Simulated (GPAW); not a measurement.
# Co (P6_3/mmc) in GPAW: further runs

One crystal, Co, is run at these levels: PBEsol+U; tasks: band structure.

Program: GPAW 26.7.0. These are calculated values, not measurements. Logs are shortened: lines on timing, memory, paths and dates and some standing lists are left out, and cuts for length are marked. The log counts tension as positive stress, the text compression.

**1. The structure**

It takes space group P6_3/mmc (No. 194, hexagonal). The conventional cell has a = 2.472 Å, b = 2.472 Å, c = 4.021 Å, α = 90.00°, β = 90.00°, γ = 120.00°. Co (site symmetry -6m2) has 12 Co at 2.47 Å as nearest neighbours.

**2. Band structure, PBEsol+U, collinear spin, ferromagnetic start**

Input file run.py:

```python
from ase import Atoms
from ase.dft.bandgap import bandgap
from ase.io import write
from ase.units import GPa
from gpaw import GPAW, PW, setup_paths

setup_paths.insert(0, '.')

atoms = Atoms(['Co', 'Co'],
              cell=[[2.4719999032, 0.0, 0.0],
                    [-1.2359999516, 2.1408147143, 0.0],
                    [0.0, 0.0, 4.02114408]],
              scaled_positions=[[0.6666666667, 0.3333333333, 0.75],
                                [0.3333333333, 0.6666666667, 0.25]],
              pbc=True)
atoms.set_initial_magnetic_moments([2.0, 2.0])

calc = GPAW(mode=PW(600),
            xc='PBEsol',
            kpts={'size': (10, 10, 6), 'gamma': True},
            occupations={'name': 'fermi-dirac', 'width': 0.05},
            setups={'Co': ':d,6.0'},
            nbands=21,
            convergence={'density': 1e-05, 'energy': 1e-05},
            maxiter=150,
            txt='gpaw.txt')
atoms.calc = calc
energy = atoms.get_potential_energy()
forces = atoms.get_forces()
stress = atoms.get_stress()
calc.write('gs.gpw')
write('result.traj', atoms)
print(f'Energy: {energy:.6f} eV')
print('Forces (eV/A):')
print(forces.round(4))
print('Stress (GPa):', (stress / GPa).round(3))
print('Moments:', calc.get_magnetic_moments().round(3))
print('Fermi level:', round(calc.get_fermi_level(), 4), 'eV')
print(f'Gap: {bandgap(calc)[0]:.4f} eV, direct: {bandgap(calc, direct=True)[0]:.4f} eV')

path = atoms.cell.bandpath('GMKGALHA,LM,KH', npoints=60, eps=1e-4)
bs_calc = calc.fixed_density(kpts=path, symmetry='off', nbands=31,
                             convergence={'bands': 'CBM+6.0', 'eigenstates': 1e-6}, txt='bands.txt')
bs = bs_calc.band_structure()
bs.write('bs.json')
print(f'Gap on the path: {bandgap(bs_calc)[0]:.4f} eV')
```

Potentials or basis: PAW data sets generated in the run's folder for this functional, pw.

Command:

```sh
gpaw-setup -f PBEsol Co
OMP_NUM_THREADS=1 python run.py
```

gpaw.txt:

```text
__  _  _
 | _ |_)|_||  |
 |__||  | ||/\| - 26.7.0

Input parameters:
  mode=PW(ecut=600.0),
  convergence={'density': 1e-05, 'energy': 1e-05},
  kpts=MonkhorstPack(size=(10, 10, 6), gamma=True),
  maxiter=150,
  nbands=21,
  occupations=Occupations(name='fermi-dirac', width=0.05),
  setups={'Co': ':d,6.0'},
  xc=XC(name='PBEsol')

Diagonalizing LCAO Hamiltonian
Converting LCAO to pw mode

          Co

        Co

Atoms  # Å, Bohr magnetons
|   | symbol |         x |        y |        z |    initial magnetic moments |
|---|--------|-----------|----------|----------|-----------------------------|
| 0 |     Co |  1.236000 | 0.713605 | 3.015858 | ( 0.0000,  0.0000,  2.0000) |
| 1 |     Co | -0.000000 | 1.427210 | 1.005286 | ( 0.0000,  0.0000,  2.0000) |

Unit cell  # Å
| periodic |         x |        y |        z |  lengths |     angles |
|----------|-----------|----------|----------|----------|------------|
|      yes |  2.472000 | 0.000000 | 0.000000 | 2.472000 |  90.000000 |
|      yes | -1.236000 | 2.140815 | 0.000000 | 2.472000 |  90.000000 |
|      yes |  0.000000 | 0.000000 | 4.021144 | 4.021144 | 120.000000 |

Number of symmetries: 12
Symmetry operations  # r_c * U_cc + t_c -> r_c
|    | kind |            matrix            |
|----|------|------------------------------|
|  0 |  σ   |  1, 1, 0,  0,-1, 0,  0, 0, 1 |
|  1 |  S6  |  1, 1, 0, -1, 0, 0,  0, 0,-1 |
|  2 |  E   |  1, 0, 0,  0, 1, 0,  0, 0, 1 |
|  3 |  C2  |  1, 0, 0, -1,-1, 0,  0, 0,-1 |
|  4 |  C2  |  0, 1, 0,  1, 0, 0,  0, 0,-1 |
|  5 |  C3  |  0, 1, 0, -1,-1, 0,  0, 0, 1 |
|  6 |  S6  |  0,-1, 0,  1, 1, 0,  0, 0,-1 |
|  7 |  σ   |  0,-1, 0, -1, 0, 0,  0, 0, 1 |
|  8 |  σ   | -1, 0, 0,  1, 1, 0,  0, 0, 1 |
|  9 |  i   | -1, 0, 0,  0,-1, 0,  0, 0,-1 |
| 10 |  C3  | -1,-1, 0,  1, 0, 0,  0, 0, 1 |
| 11 |  C2  | -1,-1, 0,  0, 1, 0,  0, 0,-1 |

BZ-sampling:
  Number of BZ points: 600
  Number of IBZ points: 72

  Monkhorst-Pack size: [10, 10, 6]
  Monkhorst-Pack shift: [0.05, 0.05, 0.08333333333333333]

K-points  # in reciprocal-cell coordinates
|     |                                coordinates |     weight |
|-----|--------------------------------------------|------------|
|   0 | (  0.00000000,   0.00000000,   0.00000000) | 0.00166667 |
|   1 | (  0.00000000,   0.00000000,   0.16666667) | 0.00333333 |
|   2 | (  0.00000000,   0.00000000,   0.33333333) | 0.00333333 |
|   3 | (  0.00000000,   0.00000000,   0.50000000) | 0.00166667 |
|   4 | (  0.10000000,   0.00000000,  -0.33333333) | 0.01000000 |
|   5 | (  0.10000000,   0.00000000,  -0.16666667) | 0.01000000 |
|   6 | (  0.10000000,   0.00000000,   0.00000000) | 0.01000000 |
|   7 | (  0.10000000,   0.00000000,   0.16666667) | 0.01000000 |
|   8 | (  0.10000000,   0.00000000,   0.33333333) | 0.01000000 |
|   9 | (  0.10000000,   0.00000000,   0.50000000) | 0.01000000 |
| ... |                                            |            |
|  71 | (  0.50000000,   0.50000000,   0.50000000) | 0.00500000 |

Plane wave coefficients: 726
Cutoff: 600.0 eV

Spin-components: 2 (collinear spins)
Bands:           21
Projectors:      12
Spin-degeneracy: 1
Datatype:        complex128

Parallelization:
  kpt:    1
  domain: 1
  band:   1

Density:
  Valence electrons: 18.0
  Components: 2
  Grid points: [14 14 24]
  Charge: 0.0  # |e|

Potential:
  Grid points: [14 14 24]

species:
  Co:
    name:    Cobalt
    Z:       27.0
    valence: 9
    core:    18
    charge:  0.0  # [|e|]
    Hubbard: {U: 6.0,  # eV
              l: 2,
              scale: True}
    compensation charges:
      type: gauss
      rc: 0.32  # [Å]
      lmax: 2
    cutoffs:
      filter: 1.87  # [Å]
      core: 2.55  # [Å]
    projectors
    | kind |    occ | energy [eV] | rcut [Å] |
    |------|--------|-------------|----------|
    |   4s |  2.000 |      -5.488 |    1.005 |
    |   4p |  0.000 |      -1.248 |    1.058 |
    |   3d |  7.000 |      -8.230 |    1.005 |
    |    s |        |      21.723 |    1.005 |
    |    p |        |      25.963 |    1.058 |
    |    d |        |      18.981 |    1.005 |

    Using partial waves for Co as LCAO basis

Reference energy: -75737.720984  # eV

eigensolver:
  PPCG
  Converge bands: occupied
  niter=2

density mixing:
  MSR1-Mixer
  Pratt-step length: 0.05
  Maximum mixing coefficient: 0.75
  Old densities: 10
  SVD Regularization: 0.005
  Good broyden scale: 1.0
  Trust region scale: 1.0
  Backstep threshold: 4.0
  History deletion threshold: 6.0
  Fourier metric: weight=20.0, sigma=0.015

occupation numbers:
  Fermi-Dirac:
    width: 0.0500  # eV

poisson solver:
  ecut: 4800.0  # eV

xc functional:
  name: PBEsol with 2 nearest neighbor stencil

convergence criteria:
- Maximum integral of absolute [dens]ity change: 1e-05 electrons / valence electron
- Maximum [total energy] change in last 3 cyles: 1e-05 eV / valence electron
- Maximum integral of absolute [eigenst]ate change: 4e-08 eV^2 / valence electron
maximum number of iterations: 150

SCF iterations
|iter     | |      energy | eigst |  dens |  magmom |
|---------|-|-------------|-------|-------|---------|
|iter:   1| |   -8.678079 | +0.18 |       |  +4.0059|
|iter:   2| |   -8.725361 | -2.16 | -1.06 |  +4.0049|
|iter:   3| |   -9.205555 | -2.04 | -1.07 |  +4.0085|
|iter:   4| |   -9.301444 | -2.51 | -1.49 |  +4.0524|
|iter:   5| |   -9.364294 | -3.48 | -2.07 |  +4.1439|
|iter:   6| |   -9.377381 | -4.19 | -2.04 |  +4.1414|
|iter:   7| |   -9.609528 | -3.01 | -2.07 |  +4.2764|
|iter:   8| |   -9.551039 | -3.80 | -1.73 |  +4.2067|
|iter:   9| |   -9.405839 | -3.41 | -1.94 |  +4.1571|
|iter:  10| |   -9.317592 | -3.46 | -2.08 |  +4.1381|
|iter:  11| |   -9.347342 | -4.25 | -2.10 |  +4.1519|
|iter:  12| |   -9.300151 | -3.97 | -2.11 |  +4.1315|
|iter:  13| |   -9.329852 | -4.03 | -2.14 |  +4.1354|
|iter:  14| |   -9.277647 | -3.61 | -2.18 |  +4.1190|
|iter:  15| |   -9.253443 | -3.78 | -2.25 |  +4.0967|
|iter:  16| |   -9.254427 | -5.03 | -2.48 |  +4.0961|
|iter:  17| |   -9.251792 | -5.22 | -2.64 |  +4.0991|
|iter:  18| |   -9.250868 | -4.84 | -2.78 |  +4.1156|
|iter:  19| |   -9.250697 | -4.69 | -2.78 |  +4.1058|
|iter:  20| |   -9.250539 | -5.36 | -2.90 |  +4.1116|
|iter:  21| |   -9.250683c| -6.43 | -3.38 |  +4.1154|
|iter:  22| |   -9.250685c| -5.92 | -3.41 |  +4.1122|
|iter:  23| |   -9.250738c| -6.59 | -3.17 |  +4.1138|
|iter:  24| |   -9.250507 | -6.20 | -3.23 |  +4.1143|
|iter:  25| |   -9.250509 | -6.73 | -3.66 |  +4.1163|
|iter:  26| |   -9.250537c| -7.30 | -4.09 |  +4.1174|
|iter:  27| |   -9.250545c| -7.99c| -4.70 |  +4.1178|
|iter:  28| |   -9.250559c| -8.10c| -4.97 |  +4.1181|
|iter:  29| |   -9.250542c| -7.93c| -4.52 |  +4.1178|
|iter:  30| |   -9.250540c| -8.14c| -5.24c|  +4.1178|

Converged in 30 steps
Energy contributions relative to reference atoms: (reference = -75737.720984)

Energy contributions:
  Kinetic:          46.254566
  Coulomb:         -37.984287
  Zero:             -0.250777
  External:          0.000000
  Xc:              -17.261124
  Entropy:          -0.017836
  Spinorbit:         0.000000
  ----------------------------
  Free energy:      -9.259457
  Extrapolated:     -9.250540

dipole moment: (-0.000001, -0.000002, -0.000003)  # |e|*Ang

Total magnetic moment: (0.000000, 0.000000, 4.117758)

Local magnetic moments
|        x |        y |        z |
|----------|----------|----------|
| 0.000000 | 0.000000 | 2.275543 |  # Co   0
| 0.000000 | 0.000000 | 2.275543 |  # Co   1

Fermi level: 11.202
Eigenvalues  # (at kpt = [0.000, 0.000, 0.000])
| band index |      eig [eV] | occ [0-1] |      eig [eV] | occ [0-1] |
|------------|---------------|-----------|---------------|-----------|
|          0 |         1.693 |     1.000 |         1.486 |     1.000 |
|        ... |               |           |               |           |
|          3 |         5.207 |     1.000 |        10.734 |     1.000 |
|          4 |         5.249 |     1.000 |        10.734 |     1.000 |
|          5 |         5.474 |     1.000 |        10.754 |     1.000 |
|          6 |         5.474 |     1.000 |        11.149 |     0.741 |
|          7 |         5.976 |     1.000 |        11.149 |     0.741 |
|          8 |         5.976 |     1.000 |        11.167 |     0.670 |
[... 8 lines left out ...]
|         17 |        36.119 |     0.000 |        36.117 |     0.000 |
|         18 |        36.278 |     0.000 |        37.368 |     0.000 |
|        ... |               |           |               |           |
|         20 |        40.699 |     0.000 |        41.515 |     0.000 |

No gap
No difference between direct/indirect transitions

Forces  # eV/Ang
|       x |       y |        z |
|---------|---------|----------|
| 0.00000 | 0.00000 | -0.00009 |  # Co   0
| 0.00000 | 0.00000 |  0.00009 |  # Co   1

Stress tensor  # eV/Ang^3
|         x |         y |         z |
|-----------|-----------|-----------|
| -0.076434 |  0.000000 |  0.000000 |
|  0.000000 | -0.076434 |  0.000000 |
|  0.000000 |  0.000000 | -0.014769 |

# Writing to gs.gpw (mode='')
```

Wall time 1.9 min (1 thread of Arm Neoverse V2, shared host); peak memory 0.24 GiB.

What came out:

```
Free energy             : -9.2595 eV
Pressure                : 9.0 GPa
Band gap along the path : none (metal or under the smearing width)
Net moment              : 4.12 μB per cell
Site moments            : Co +2.28 μB
```

Levels at the corners of the path, in eV from the Fermi level:
Spin up:
```
point  band 9  band 10  band 11  band 12  band 13
    Γ   -5.23    -4.19    -4.19    -0.59     4.92
    M   -4.09    -3.99    -0.18     1.96     8.97
    K   -4.39    -4.20     3.28     4.28     4.28
    Γ   -5.23    -4.19    -4.19    -0.59     4.92
    A   -4.52    -4.52    -4.52    -4.52    14.07
    L   -4.14    -4.14     0.89     0.89     6.06
    H   -4.16    -4.16     4.77     4.77     6.16
    A   -4.52    -4.52    -4.52    -4.52    14.07
    L   -4.14    -4.14     0.89     0.89     6.06
    M   -4.09    -3.99    -0.18     1.96     8.97
    K   -4.39    -4.20     3.28     4.28     4.28
    H   -4.16    -4.16     4.77     4.77     6.16
```
Spin down:
| point | band 3 | band 4 | band 5 | band 6 | band 7 | band 8 | band 9 | band 10 | band 11 | band 12 |
| --- | --- | --- | --- | --- | --- | --- | --- | --- | --- | --- |
| Γ | -0.89 | -0.47 | -0.47 | -0.45 | -0.05 | -0.05 | -0.04 | -0.04 | 1.28 | 1.28 |
| M | -3.52 | -2.15 | -1.13 | -1.09 | -0.16 | 1.56 | 1.97 | 2.15 | 3.14 | 4.61 |
| K | -2.88 | -2.77 | -1.46 | -1.46 | 0.13 | 1.27 | 1.67 | 1.67 | 5.51 | 6.24 |
| Γ | -0.89 | -0.47 | -0.47 | -0.45 | -0.05 | -0.05 | -0.04 | -0.04 | 1.28 | 1.28 |
| A | -1.20 | -1.20 | -0.62 | -0.62 | -0.62 | -0.62 | 1.01 | 1.01 | 1.01 | 1.01 |
| L | -2.27 | -2.27 | 0.06 | 0.06 | 0.18 | 0.18 | 2.07 | 2.07 | 2.43 | 2.43 |
| H | -2.59 | -2.59 | -1.68 | -1.68 | 0.15 | 0.15 | 1.75 | 1.75 | 6.45 | 6.45 |
| A | -1.20 | -1.20 | -0.62 | -0.62 | -0.62 | -0.62 | 1.01 | 1.01 | 1.01 | 1.01 |
| L | -2.27 | -2.27 | 0.06 | 0.06 | 0.18 | 0.18 | 2.07 | 2.07 | 2.43 | 2.43 |
| M | -3.52 | -2.15 | -1.13 | -1.09 | -0.16 | 1.56 | 1.97 | 2.15 | 3.14 | 4.61 |
| K | -2.88 | -2.77 | -1.46 | -1.46 | 0.13 | 1.27 | 1.67 | 1.67 | 5.51 | 6.24 |
| H | -2.59 | -2.59 | -1.68 | -1.68 | 0.15 | 0.15 | 1.75 | 1.75 | 6.45 | 6.45 |

Caveat: the U is typed as a test and isn't derived for this compound.

(Part 1 of 2 ends here.)
